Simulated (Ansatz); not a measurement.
**Hg (hcp): energy against volume**

All numbers below come from DFT, PBE, plane waves (420 eV) with PAW, scalar-relativistic in Ansatz 0.2.0.

The cell is scaled uniformly from the relaxed one, with fractional coordinates and shape fixed. Energies are extrapolated to zero smearing, pressures are those at the given smearing. Magnetic state: spin not included.

A Birch-Murnaghan fit gives V₀ = 31.34 Å³/atom, B₀ = 7.5 GPa, B₀′ = 5.5.

Q: What are the energy above the minimum and the pressure at 32.470 Å³/atom?

A: 0.9 meV/atom and -0.28 GPa as computed.

Q: What are the energy above the minimum and the pressure at 33.719 Å³/atom?

A: 3.6 meV/atom and -0.46 GPa as computed.

Q: What are the energy above the minimum and the pressure at 34.968 Å³/atom?

A: 7.7 meV/atom and -0.59 GPa as computed.

This functional, with no dispersion term, lets the cell expand far past the measured one.
